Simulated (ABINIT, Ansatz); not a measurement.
Given: the input of a run of Ansatz 0.2.0 on Al2Ru. The cell comes from a database or a generator and needn't be the stable form of this composition.

Contents of input.yaml:

```yaml
crystal:
  lattice:
    - [-1.56042162, 1.56042162, 4.22180559]
    - [1.56042162, -1.56042162, 4.22180559]
    - [1.56042162, 1.56042162, -4.22180559]
  atoms:
    - { symbol: Ru, position: [0.0, 0.0, 0.0] }
    - { symbol: Al, position: [0.34079781, 0.34079781, 0.0] }
    - { symbol: Al, position: [0.65920219, 0.65920219, 0.0] }
kpoints:
  mp_grid: { grid: [12, 12, 12] }
scf:
  occupations: { method: fermi_dirac, width: 0.05 }
hamiltonian:
  xc: pbesol
  pseudopotentials: { kind: all_electron, lapw: { basis_error: 0.001 } }
output:
  forces: true
  stress: true
  eigenvalues: true
  populations: true
```

Potentials or basis: all-electron LAPW, scalar-relativistic.

Launch:

```console
$ ansatz run input.yaml --threads 2 --pin off --max-ram 8192MiB --backend cpu --events-out ev --progress --plain --runs-dir out
```

Translate it to ABINIT 10.8.3 (patched build). Potentials or basis there: PseudoDojo NC SR PBEsol v0.4.1 standard, cutoff 1143 eV.

As run (cutoffs and basis follow the program's own potentials, and thresholds, step limits or extra output files can differ):

File run.abi:

```
pp_dirpath "./"
pseudos "Ru.upf, Al.upf"

acell 3*1.0 Angstrom
rprim
    -1.5604216200     1.5604216200     4.2218055900
     1.5604216200    -1.5604216200     4.2218055900
     1.5604216200     1.5604216200    -4.2218055900
ntypat 2
znucl 44 13
natom 3
typat 1 2 2
xred
     0.0000000000     0.0000000000     0.0000000000
     0.3407978100     0.3407978100     0.0000000000
     0.6592021900     0.6592021900     0.0000000000

ecut 42.0

kptopt 1
ngkpt 12 12 12
nshiftk 1
shiftk 0.0 0.0 0.0

ixc -116133

nband 15
occopt 3
tsmear 0.05 eV

nstep 100
tolvrs 1.0e-10

iomode 3
prtwf 0
prtden 0
prteig 0
prtebands 0
enunit 1
```

Potentials or basis: PseudoDojo NC SR PBEsol v0.4.1 standard.

Command:

```bash
$ abinit run.abi > log 2>&1
```

Both were run:

|  | Ansatz | ABINIT |
| --- | --- | --- |
| Pressure | -0.5 GPa | -0.4 GPa |

Where Ansatz's input types no cutoff or centring, it takes its own default and a Γ-centred mesh.

Pressure is positive in compression.
